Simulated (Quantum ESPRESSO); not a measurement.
This Quantum ESPRESSO 7.5 run on SnSe needs a look.

The input pw.in:

```
&CONTROL
  calculation = 'scf'
  prefix = 'pwscf'
  outdir = './tmp'
  pseudo_dir = './pseudo'
  tprnfor = .true.
  tstress = .true.
  disk_io = 'low'
/
&SYSTEM
  ibrav = 0
  nat = 2
  ntyp = 2
  ecutwfc = 45
  ecutrho = 360
  nbnd = 16
  input_dft = 'vdw-df3-opt2'
  occupations = 'smearing'
  smearing = 'fd'
/
&ELECTRONS
  conv_thr = 4d-10
  electron_maxstep = 80
  mixing_beta = 0.5
/
ATOMIC_SPECIES
Sn   118.7100 sn_lda_v1.4.uspp.F.UPF
Se    78.9710 se_lda_v1.uspp.F.UPF
CELL_PARAMETERS angstrom
   0.0000000000    3.0100000000    3.0100000000
   3.0100000000    0.0000000000    3.0100000000
   3.0100000000    3.0100000000    0.0000000000
ATOMIC_POSITIONS crystal
Sn     0.0000000000    0.0000000000    0.0000000000
Se     0.5000000000    0.5000000000    0.5000000000
K_POINTS automatic
8 8 8 0 0 0
```

Potentials or basis: GBRV 1.5 LDA.

The run is started by

```bash
$ OMP_NUM_THREADS=1 pw.x -in pw.in > pw.out
```

pw.out:

```text
This program is part of the open-source Quantum ESPRESSO suite
     for quantum simulation of materials; please cite
         "P. Giannozzi et al., J. Phys.:Condens. Matter 21 395502 (2009);
         "P. Giannozzi et al., J. Phys.:Condens. Matter 29 465901 (2017);
         "P. Giannozzi et al., J. Chem. Phys. 152 154105 (2020);
     in publications or presentations arising from this work. More details at

 %%%%%%%%%%%%%%%%%%%%%%%%%%%%%%%%%%%%%%%%%%%%%%%%%%%%%%%%%%%%%%%%%%%%%%%%%%%%%%
     Error in routine  set_occupations (1):
      smearing requires a value for gaussian broadening (degauss)
 %%%%%%%%%%%%%%%%%%%%%%%%%%%%%%%%%%%%%%%%%%%%%%%%%%%%%%%%%%%%%%%%%%%%%%%%%%%%%%

     stopping ...
```

**Question.** How did it end, and where is the flaw?

**Answer.** The input was rejected before any iteration. The input holds a flaw that was put in on purpose: smearing without a width (occupations = smearing; degauss = left out).
